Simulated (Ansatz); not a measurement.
input.yaml

```yaml
crystal:
  lattice:
    - [3.2168473669, 0.0, 0.0]
    - [0.0, 3.2168473669, 0.0]
    - [0.0, 0.0, 24.2129944606]
  atoms:
    - { symbol: Si, position: [0.5, 0.5, 0.3097510311] }
    - { symbol: Si, position: [0.0, 0.0, 0.3650921602] }
    - { symbol: Mo, position: [0.5, 0.5, 0.4187107978] }
    - { symbol: Si, position: [0.0, 0.0, 0.4723294355] }
    - { symbol: Si, position: [0.5, 0.5, 0.5276705645] }
    - { symbol: Mo, position: [0.0, 0.0, 0.5812892022] }
    - { symbol: Si, position: [0.5, 0.5, 0.6349078398] }
    - { symbol: Si, position: [0.0, 0.0, 0.6902489689] }
basis:
  ecutwfc: 420
kpoints:
  mp_grid: { grid: [11, 11, 1] }
hamiltonian:
  xc: pbe
scf:
  occupations: { method: gaussian, width: 0.1 }
  max_iter: 74
output:
  forces: true
  stress: true
  eigenvalues: true
efield:
  axis: 3
  dipole_correction: true
  ramp_width: 0.04
  amplitude: 0.6
```

Run as
```bash
ansatz run input.yaml --threads 1 --pin off --max-ram 2560MiB --backend cpu --events-out ev --progress --plain --runs-dir out
```

Computed with Ansatz, DFT PBE, scalar-relativistic, plane waves, PAW.

Abridged output (iterations and final results):

```
SCF iter   1: F=—  HF=-13729.373607 eV  |F-HF|=—  |Δ(HF+E_count)|=         —  Δρ=4.42e-2  dr2=1.88e1  ethr=3.10e-3  p=0.520 e·Å  D=3.75e-1 V/Å  ΔV_dip=-9.09 eV  dr2_dipole=4.63e0  V_vac-E_F(+/−)=9.57/5.63 eV  ⟨swp⟩=11.9  Hψ=4809  notcnv=0
efield: sawtooth ramp at fractional position 0.9800 (placed from the atoms, in the widest stretch of the axis that holds none; the zero of the levels goes with the place), width 0.0400; the density the first Hamiltonian is built on has a dipole p = 0.520 e·Å; the dipole correction subtracts the counter field D = 3.75e-1 V/Å, which shifts the + side's vacuum level by -9.09 eV against the − side's; the planar-averaged density in the ramp window peaks in size at 1.6e-3 e/Å³
SCF iter   2: F=—  HF=-13727.714924 eV  |F-HF|=—  |Δ(HF+E_count)|=    1.66e0  Δρ=3.44e-2  dr2=5.31e0  ethr=3.10e-3  p=0.466 e·Å  D=3.37e-1 V/Å  ΔV_dip=-8.15 eV  dr2_dipole=1.73e-1  V_vac-E_F(+/−)=7.99/3.23 eV  ⟨swp⟩=4.1  Hψ=1865  notcnv=0  defer=48
SCF iter   3: F=—  HF=-13726.996840 eV  |F-HF|=—  |Δ(HF+E_count)|=   7.18e-1  Δρ=6.92e-3  dr2=7.98e-1  ethr=3.10e-3  p=0.429 e·Å  D=3.10e-1 V/Å  ΔV_dip=-7.50 eV  dr2_dipole=2.36e-1  V_vac-E_F(+/−)=8.40/2.98 eV  ⟨swp⟩=3.5  Hψ=1669  notcnv=0  defer=49
SCF iter   4: F=—  HF=-13726.907109 eV  |F-HF|=—  |Δ(HF+E_count)|=   8.97e-2  Δρ=2.76e-3  dr2=2.43e-1  ethr=1.53e-3  p=0.412 e·Å  D=2.98e-1 V/Å  ΔV_dip=-7.21 eV  dr2_dipole=2.88e-2  V_vac-E_F(+/−)=8.27/2.56 eV  ⟨swp⟩=3.0  Hψ=1418  notcnv=0  defer=47
SCF iter   5: F=—  HF=-13726.892915 eV  |F-HF|=—  |Δ(HF+E_count)|=   1.42e-2  Δρ=1.56e-3  dr2=3.50e-2  ethr=4.67e-4  p=0.405 e·Å  D=2.93e-1 V/Å  ΔV_dip=-7.09 eV  dr2_dipole=1.44e-3  V_vac-E_F(+/−)=8.19/2.36 eV  ⟨swp⟩=2.3  Hψ=829  notcnv=0  defer=47
SCF iter   6: F=—  HF=-13726.892263 eV  |F-HF|=—  |Δ(HF+E_count)|=   6.51e-4  Δρ=4.94e-4  dr2=1.11e-3  ethr=6.73e-5  p=0.404 e·Å  D=2.92e-1 V/Å  ΔV_dip=-7.06 eV  dr2_dipole=4.91e-5  V_vac-E_F(+/−)=8.16/2.31 eV  ⟨swp⟩=2.3  Hψ=871  notcnv=0  defer=46
SCF iter   7: F=—  HF=-13726.892247 eV  |F-HF|=—  |Δ(HF+E_count)|=   1.63e-5  Δρ=1.43e-4  dr2=1.11e-4  ethr=2.14e-6  p=0.405 e·Å  D=2.92e-1 V/Å  ΔV_dip=-7.08 eV  dr2_dipole=1.28e-5  V_vac-E_F(+/−)=8.18/2.34 eV  ⟨swp⟩=3.2  Hψ=1422  notcnv=0  defer=46
SCF iter   8: F=—  HF=-13726.892276 eV  |F-HF|=—  |Δ(HF+E_count)|=   2.93e-5  Δρ=6.71e-5  dr2=2.59e-5  ethr=2.14e-7  p=0.405 e·Å  D=2.93e-1 V/Å  ΔV_dip=-7.09 eV  dr2_dipole=2.38e-6  V_vac-E_F(+/−)=8.19/2.36 eV  ⟨swp⟩=2.5  Hψ=1282  notcnv=0  defer=46
SCF iter   9: F=—  HF=-13726.892475 eV  |F-HF|=—  |Δ(HF+E_count)|=   1.99e-4  Δρ=1.91e-5  dr2=1.71e-6  ethr=4.98e-8  p=0.405 e·Å  D=2.93e-1 V/Å  ΔV_dip=-7.09 eV  dr2_dipole=7.85e-10  V_vac-E_F(+/−)=8.19/2.36 eV  ⟨swp⟩=2.4  Hψ=1315  notcnv=0  defer=46
SCF iter  10: F=—  HF=-13726.892476 eV  |F-HF|=—  |Δ(HF+E_count)|=   4.30e-7  Δρ=7.65e-6  dr2=3.47e-7  ethr=3.29e-9  p=0.405 e·Å  D=2.93e-1 V/Å  ΔV_dip=-7.09 eV  dr2_dipole=1.71e-8  V_vac-E_F(+/−)=8.19/2.36 eV  ⟨swp⟩=2.9  Hψ=1425  notcnv=0  defer=46
SCF iter  11: F=-13726.892476 eV  HF=-13726.892476 eV  |F-HF|=3.33e-8  |Δ(HF+E_count)|=   1.69e-7  Δρ=2.49e-6  dr2=2.96e-8  ethr=1.92e-10  p=0.405 e·Å  D=2.93e-1 V/Å  ΔV_dip=-7.09 eV  dr2_dipole=1.10e-9  V_vac-E_F(+/−)=8.19/2.36 eV  ⟨swp⟩=19.4  Hψ=4870  notcnv=0
SCF 1 converged in 11 iterations: F = -13726.892476 eV  dr2 = 2.96e-8
SCF converged after 11 iterations
Free energy (F): -13726.892476 eV
Harris-Foulkes:  -13726.892476 eV  (|F-HF|=3.33e-8)
Internal energy: -13726.867510 eV  (E = F + TS)
E sigma→0 (E₀):  -13726.879993 eV
Entropy (-TS):   -0.024966 eV (-3.121 meV/atom)
Fermi energy:    3.374116 eV
Dipole field:    D = 0.292772 V/Å  (p = 0.405394 e·Å, saw-weighted, corrected)
Work function:   not extracted (applied field tilts the vacuum); planar V_es + V_field profile in the machine report
Levels:          The Fermi level and band energies are counted from a zero that moves with the ramp; work functions are not
--- Per-component energies (eV) ---
  E_band       = -642.778189
  E_kinetic    = 1133.909343
  E_local      = -38440.169021  (includes V_loc(G=0)·N_el)
  E_nonlocal   = 437.631648
  E_hartree    = 18636.420426
  E_xc         = -703.429493
  E_vxc        = -745.645821  (∫ρ·V_xc dr)
  E_paw        = -9477.363528  (= ΣΔE_a)
  E_vpaw       = -301.207691  (= ΣTr[D̂ρ^β])
  E_aug_tail   = 0.000093  (compensation charges beyond the density's cutoff)
  E_efield     = -0.183892  (sawtooth field / dipole correction)
  E_vefield    = -0.124548  (∫n·V_field dr)
  E_ewald      = 14686.316914
  E_smearing   = -0.024966  (= −TS)
--- Forces (eV/Å), atoms counted from 1 ---
  atom   1  Si     0.00000000     0.00000000     0.00533303
  atom   2  Si     0.00000000     0.00000000    -0.35137996
  atom   3  Mo     0.00000000     0.00000000    -0.02746911
  atom   4  Si     0.00000000     0.00000000     0.12966264
  atom   5  Si     0.00000000     0.00000000    -0.14127133
  atom   6  Mo     0.00000000     0.00000000    -0.01422032
  atom   7  Si     0.00000000     0.00000000     0.35855628
  atom   8  Si     0.00000000     0.00000000     0.04075702
--- Stress (GPa, compression-positive) ---
       -1.453363       0.000000       0.000000
        0.000000      -1.453363       0.000000
        0.000000       0.000000       1.487883
  P = ⅓ Tr σ = -0.4729 GPa (-4.729 kbar)
--- Band table (eV; the first three rows and the last of 21) ---
  k-point 0: bands = ["-57.1578", "-57.1574", "-31.2882", "-31.2752", "-31.2459", "-31.2459", "-31.2425", "-31.2425", "-9.3985", "-8.5491", "-7.7757", "-5.3974", "-3.8360", "-0.6300", "-0.0134", "0.2196", "0.4491", "1.3065", "1.3065", "1.3800", "2.1316", "2.1316", "3.4939", "3.4939", "3.9481", "4.0129", "4.7162", "5.0960", "5.0960", "5.3640", "6.2128", "6.7981", "6.9599", "7.1411"]
  k-point 1: bands = ["-57.1565", "-57.1561", "-31.2857", "-31.2731", "-31.2653", "-31.2620", "-31.2440", "-31.2406", "-9.2734", "-8.4300", "-7.6797", "-5.2833", "-3.7368", "-0.7453", "0.0363", "0.0787", "0.3990", "0.9631", "1.3714", "1.3788", "1.7718", "2.1765", "3.0248", "3.1109", "3.4944", "4.2718", "4.4293", "4.9930", "5.4167", "5.6425", "5.8636", "6.4366", "6.9405", "7.2690"]
  k-point 2: bands = ["-57.1528", "-57.1525", "-31.3175", "-31.3141", "-31.2787", "-31.2672", "-31.2390", "-31.2356", "-8.9039", "-8.0779", "-7.3930", "-4.9634", "-3.4725", "-1.3204", "-0.6058", "-0.1517", "0.2257", "0.6750", "1.2533", "1.2903", "1.5724", "2.2130", "2.3962", "2.6779", "2.8652", "3.4086", "4.9314", "5.0086", "5.4537", "5.6037", "5.8560", "6.6271", "7.0424", "7.3150"]
  k-point 20: bands = ["-57.1250", "-57.1247", "-31.4465", "-31.4459", "-31.4428", "-31.4422", "-31.2298", "-31.2233", "-5.4660", "-5.3826", "-3.2214", "-2.9578", "-2.6551", "-2.6519", "-1.8246", "-1.5611", "-1.5317", "-1.3922", "-1.2285", "-0.8012", "0.7646", "0.8414", "1.3453", "1.4103", "3.0346", "3.4139", "3.4508", "3.5916", "3.7011", "3.9262", "5.7142", "5.8540", "5.9105", "6.0929"]
```

The calculation finished and met its thresholds.

Time: 9 s on 1 thread of AMD EPYC 9R45 96-Core Processor (Zen 5), on a shared host, peak memory 0.51 GiB.